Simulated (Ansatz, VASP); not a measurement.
## Ta in VASP and in Ansatz

```
CELL_PARAMETERS angstrom
2.94513 0.00000 0.00000
-1.47256 2.55056 0.00000
0.00000 0.00000 4.80940
ATOMIC_POSITIONS crystal
Ta 0.33333 0.66667 0.25000
Ta 0.66667 0.33333 0.75000
```

The cell was built by a generator and needn't be a form met in nature.

Alike in both runs: task relaxation of cell and atoms; functional LDA; k mesh 12 × 12 × 7; occupations fermi-dirac, width 0.1 eV; no spin polarisation.

```csv
,VASP,Ansatz
version,VASP 6.6.1,Ansatz 0.2.0
potentials or method,"VASP PAW LDA potentials, release 64 (Ta_pv)","plane waves (420 eV) with PAW, scalar-relativistic"
plane-wave cutoff (eV),600,420
valence electrons in the cell,22,26
```

Ansatz gave:

* relaxed volume (Å³/atom): 17.67
* relaxed cell length with the largest relative difference (Å): 5.076
* energy change over the relaxation (meV/atom): -58

Problem. What did VASP give for the same quantities?

Solution. Relaxed volume (Å³/atom): 17.75; relaxed cell length with the largest relative difference (Å): 5.084; energy change over the relaxation (meV/atom): -56.

The two sets of potentials don't hold the same shells in valence. Ansatz warned: «pseudo_functional_mismatch».

The runs have no spin-orbit coupling, so splittings on Ta are missing.
